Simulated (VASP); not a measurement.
# SrO (Fm-3m) in VASP: further runs

Runs on SrO. Level: PBE. Tasks: relaxation of the atoms.

Program: VASP 6.6.1. These are calculated values, not measurements. Logs are shortened: lines on timing, memory, paths and dates and some standing lists are left out, and cuts for length are marked.

### 1 The structure

Symmetry: Fm-3m, No. 225, cubic system. The conventional cell has a = 5.187 Å, b = 5.187 Å, c = 5.187 Å, α = 90.00°, β = 90.00°, γ = 90.00°. Sr (site symmetry m-3m) is surrounded by 6 O at 2.59 Å. Around O (site symmetry m-3m) lie 6 Sr at 2.59 Å.

### 2 Relaxation of the atoms, PBE (a relaxed cell with its volume scaled by 0.98)

Input file INCAR:

```
SYSTEM = SrO
ALGO     = Normal         ! electronic algorithm
EDIFF    = 1E-7           ! SCF threshold, eV
EDIFFG   = -0.01          ! ionic threshold
ENCUT    = 300            ! plane-wave cutoff, eV
GGA      = PE             ! functional
IBRION   = 2              ! ionic algorithm
ISIF     = 2              ! what is computed and relaxed
ISMEAR   = 0              ! smearing method
LASPH    = .True.         ! aspherical terms in the spheres
LCHARG   = .False.        ! write CHGCAR
LREAL    = .False.        ! projectors in reciprocal space
LWAVE    = .False.        ! write WAVECAR
NELM     = 80             ! most SCF steps
NSW      = 40             ! ionic steps
PREC     = Accurate       ! precision mode
SIGMA    = 0.03           ! smearing width, eV
```

Input file KPOINTS:

```
k-points
0
Gamma
  5 5 5
  0 0 0
```

Input file POSCAR:

```
SrO                                     
1.0
   -0.0000000000      2.5758645899      2.5758645899
    2.5758645899      0.0000000000      2.5758645899
    2.5758645899      2.5758645899     -0.0000000000
  Sr              O             
     1     1
Direct
     0.5000000000000000    0.5000000000000000    0.5000000000000000
     0.0000000000000000    0.0000000000000000    0.0000000000000000
```

Potentials or basis: VASP PAW PBE potentials, release 64 (Sr_sv, O_s).

Started as:

```sh
> cat potpaw_PBE.64/Sr_sv/POTCAR potpaw_PBE.64/O_s/POTCAR > POTCAR
> mpirun -np 1 vasp_std > vasp.out
```

OUTCAR:

```text
SYSTEM = SrO
   EDIFF = 1E-7
   EDIFFG = -0.01
   ENCUT = 300
   GGA = PE
   IBRION = 2
   ISIF = 2
   ISMEAR = 0
   LASPH = .True.
   LREAL = .False.
   NELM = 80
   NSW = 40
   PREC = Accurate

 ion  position               nearest neighbor table
   1  0.500  0.500  0.500-   2 2.58   2 2.58   2 2.58   2 2.58   2 2.58   2 2.58
   2  0.000  0.000  0.000-   1 2.58   1 2.58   1 2.58   1 2.58   1 2.58   1 2.58

  LATTYP: Found a face centered cubic cell.
 ALAT       =     5.1517291798

  Lattice vectors:

 A1 = (   0.0000000000,   2.5758645899,   2.5758645899)
 A2 = (   2.5758645899,   0.0000000000,   2.5758645899)
 A3 = (   2.5758645899,   2.5758645899,   0.0000000000)

Analysis of symmetry for initial positions (statically):
=====================================================================
 Subroutine PRICEL returns:
 Original cell was already a primitive cell.

 Routine SETGRP: Setting up the symmetry group for a
 face centered cubic supercell.

 Subroutine GETGRP returns: Found 48 space group operations
 (whereof 48 operations were pure point group operations)
 out of a pool of 48 trial point group operations.

The static configuration has the point symmetry O_h .

Analysis of symmetry for dynamics (positions and initial velocities):
=====================================================================
 Subroutine PRICEL returns:
 Original cell was already a primitive cell.

 Routine SETGRP: Setting up the symmetry group for a
 face centered cubic supercell.

 Subroutine GETGRP returns: Found 48 space group operations
 (whereof 48 operations were pure point group operations)
 out of a pool of 48 trial point group operations.

The dynamic configuration has the point symmetry O_h .

 Subroutine INISYM returns: Found 48 space group operations
 (whereof 48 operations are pure point group operations),
 and found     1 'primitive' translations

----------------------------------------------------------------------------------------

                                     Primitive cell

  volume of cell :      34.1821

  direct lattice vectors                    reciprocal lattice vectors
     0.000000000  2.575864590  2.575864590    -0.194109582  0.194109582  0.194109582
     2.575864590  0.000000000  2.575864590     0.194109582 -0.194109582  0.194109582
     2.575864590  2.575864590  0.000000000     0.194109582  0.194109582 -0.194109582

  length of vectors
[... 78 lines left out ...]
   NELECT =      16.0000    total number of electrons
   NUPDOWN=      -1.0000    fix difference up-down
   EMIN   =  10.00;   EMAX   =-10.00  energy-range for DOS
   EFERMI =   0.00;   METHOD = LEGACY
   ISMEAR =     0;   SIGMA  =   0.03  broadening in eV -4-tet -1-fermi 0-gaus
   EFERMI_NEDOS =   21; number of points for ismear=-14 and -15
   IALGO  =     38    algorithm
   IMIX   =      4    mixing-type and parameters
     AMIX     =   0.40;   BMIX     =  1.00
     AMIX_MAG =   1.60;   BMIX_MAG =  1.00
  volume/ion in A,a.u.               =      17.09       115.34
  Fermi-wavevector in a.u.,A,eV,Ry     =   1.271106  2.402042 21.983078  1.615711
  Thomas-Fermi vector in A             =   2.404057
   LORBIT       =      0    0 simple, 1 ext, 2 COOP (PROOUT), +10 PAW based schemes
   GGA     = PE    functional components
   LHFCALC =     F    Hartree Fock is set to
   AEXX    =    0.0000 exact exchange contribution
   IVDW    =     0    specifies the selected vdW correction
   LEPSILON=     F    determine dielectric tensor
   LRPA    =     F    only Hartree local field effects (RPA)
 conjugate gradient relaxation of ions
 non-spin polarized calculation
 Gauss-broadening in eV      SIGMA  =   0.03
  energy-cutoff  :      300.00
  volume of cell :       34.18
 maximum number of plane-waves:       411
 NGX is ok and might be reduce to    24
   NGX = 11   NGY = 11   NGZ = 11

 number of electron      16.0000009 magnetization

 Free energy of the ion-electron system (eV)
  ---------------------------------------------------
  ext. energy  EPLUGINS =         0.00000000
  ---------------------------------------------------
  free energy    TOTEN  =       -12.04776728 eV

  energy without entropy =      -12.04776728  energy(sigma->0) =      -12.04776728

 E-fermi :   2.0083     XC(G=0): -10.0019

 val. band max:        1.7991096361   @ k =   0.0000   0.0000   0.0000
 cond. band min:       5.2584293948   @ k =   0.4000   0.4000   0.0000
 fundamental gap:      3.4593197587
 Fermi energy:         2.0083073661

 k-point     1 :       0.0000    0.0000    0.0000
  band No.  band energies     occupation
      1     -30.6088      2.00000
      2     -13.2724      2.00000
      3     -12.2508      2.00000
      4     -12.2508      2.00000
      5     -12.2508      2.00000
      6       1.7991      2.00000
      7       1.7991      2.00000
      8       1.7991      2.00000
      9       5.7439      0.00000
     10       8.0036      0.00000
     11       8.0036      0.00000
     12       8.0036      0.00000
[... 121 lines left out ...]
 k-point    10 :      -0.4000    0.4000    0.2000
  band No.  band energies     occupation
      1     -30.4440      2.00000
      2     -14.1445      2.00000
      3     -12.7781      2.00000
      4     -12.7070      2.00000
      5     -11.6446      2.00000
      6       0.6258      2.00000
      7       1.0936      2.00000
      8       1.3946      2.00000
      9       7.0911      0.00000
     10       8.8089      0.00000
     11      10.4854      0.00000
     12      12.1147      0.00000

------------------------ aborting loop because EDIFF is reached ----------------------------------------

  FORCE on cell =-STRESS in cart. coord.  units (eV):
  Direction    XX          YY          ZZ          XY          YZ          ZX
  --------------------------------------------------------------------------------------
  -------------------------------------------------------------------------------------
  Total        0.4130373      0.4130373      0.4130373      0.0000000      0.0000000      0.0000000
  in kB       19.3597976     19.3597976     19.3597976      0.0000000      0.0000000      0.0000000
  external PRESSURE =      19.3597976 kB  Pullay stress =       0.0000000 kB

 VOLUME and BASIS-vectors are now :
 -----------------------------------------------------------------------------
  energy-cutoff  :      300.00
  volume of cell :       34.18
      direct lattice vectors                 reciprocal lattice vectors
     0.000000000  2.575864590  2.575864590    -0.194109582  0.194109582  0.194109582
     2.575864590  0.000000000  2.575864590     0.194109582 -0.194109582  0.194109582
     2.575864590  2.575864590  0.000000000     0.194109582  0.194109582 -0.194109582

 POSITION                                       TOTAL-FORCE (eV/Angst)
 -----------------------------------------------------------------------------------
      2.57586      2.57586      2.57586         0.000000     -0.000000     -0.000000
      0.00000      0.00000      0.00000        -0.000000      0.000000      0.000000
 -----------------------------------------------------------------------------------
    total drift:                                0.000000     -0.000000     -0.000000

  FREE ENERGIE OF THE ION-ELECTRON SYSTEM (eV)
  ---------------------------------------------------
  free  energy   TOTEN  =       -12.0477672760 eV

  energy  without entropy=      -12.0477672760  energy(sigma->0) =      -12.04776728

 reached required accuracy - stopping structural energy minimisation
```

OSZICAR:

```text
N       E                     dE             d eps       ncg     rms          rms(c)
DAV:   1     0.429958204263E+02    0.42996E+02   -0.57128E+03   240   0.810E+02
DAV:   2    -0.115552578540E+02   -0.54551E+02   -0.52890E+02   292   0.215E+02
DAV:   3    -0.141768123695E+02   -0.26216E+01   -0.26170E+01   392   0.372E+01
DAV:   4    -0.142661251495E+02   -0.89313E-01   -0.89312E-01   280   0.422E+00
DAV:   5    -0.142667501556E+02   -0.62501E-03   -0.62500E-03   320   0.376E-01    0.169E+01
DAV:   6    -0.121519159091E+02    0.21148E+01   -0.10553E+01   280   0.296E+01    0.244E+01
DAV:   7    -0.120623189148E+02    0.89597E-01   -0.59367E-01   276   0.667E+00    0.163E+01
DAV:   8    -0.120490457227E+02    0.13273E-01   -0.18582E-01   272   0.495E+00    0.151E+00
DAV:   9    -0.120463128068E+02    0.27329E-02   -0.18255E-02   284   0.126E+00    0.840E-01
DAV:  10    -0.120477308969E+02   -0.14181E-02   -0.29311E-03   256   0.465E-01    0.177E-01
DAV:  11    -0.120477465604E+02   -0.15664E-04   -0.34579E-04   312   0.147E-01    0.103E-01
DAV:  12    -0.120477644268E+02   -0.17866E-04   -0.48058E-05   248   0.779E-02    0.142E-02
DAV:  13    -0.120477679711E+02   -0.35443E-05   -0.88313E-06   276   0.274E-02    0.175E-02
DAV:  14    -0.120477673197E+02    0.65137E-06   -0.14693E-06   292   0.127E-02    0.480E-03
DAV:  15    -0.120477672760E+02    0.43636E-07   -0.26204E-07   240   0.426E-03
   1 F= -.12047767E+02 E0= -.12047767E+02  d E =-.120478E+02
```

CONTCAR:

```text
SrO
   1.00000000000000
     0.0000000000000000    2.5758645899000001    2.5758645899000001
     2.5758645899000001    0.0000000000000000    2.5758645899000001
     2.5758645899000001    2.5758645899000001    0.0000000000000000
  Sr              O
     1     1
Direct
     0.5000000000000000    0.5000000000000000    0.5000000000000000
     0.0000000000000000    0.0000000000000000    0.0000000000000000

  0.00000000E+00  0.00000000E+00  0.00000000E+00
  0.00000000E+00  0.00000000E+00  0.00000000E+00
```

Run time: 2.5 s. Hardware: 1 thread of Intel Xeon 6975P-C (Granite Rapids), shared host; peak memory 0.13 GiB.

Results:

```
Free energy            : -12.0478 eV
Band gap on the k mesh : 3.46 eV, indirect (least direct gap 3.57 eV)
```

Final structure:
```
Sr O
1.0
     0.00000    2.57586    2.57586
     2.57586    0.00000    2.57586
     2.57586    2.57586    0.00000
Sr O
1 1
Cartesian
  2.5759 2.5759 2.5759
  0.0000 0.0000 0.0000
```

Levels at points of the mesh, in eV from the valence-band top:
| k point | band 4 | band 5 | band 6 | band 7 | band 8 | band 9 | band 10 | band 11 | band 12 |
| --- | --- | --- | --- | --- | --- | --- | --- | --- | --- |
| (0.00, 0.00, 0.00) | -14.05 | -14.05 | 0.00 | 0.00 | 0.00 | 3.94 | 6.20 | 6.20 | 6.20 |

Caveat: the k mesh is coarse (spacing up to 0.42 Å⁻¹), so the values aren't converged; the cutoff is under 1.25 times the usual one of these potentials, so pressure, stress and relaxed cells hold a basis-set (Pulay) error; the relaxation stopped at its first step, so nothing moved; an odd mesh through Γ misses points on the zone boundary, where band edges often lie.

[end of part 1 of 2]
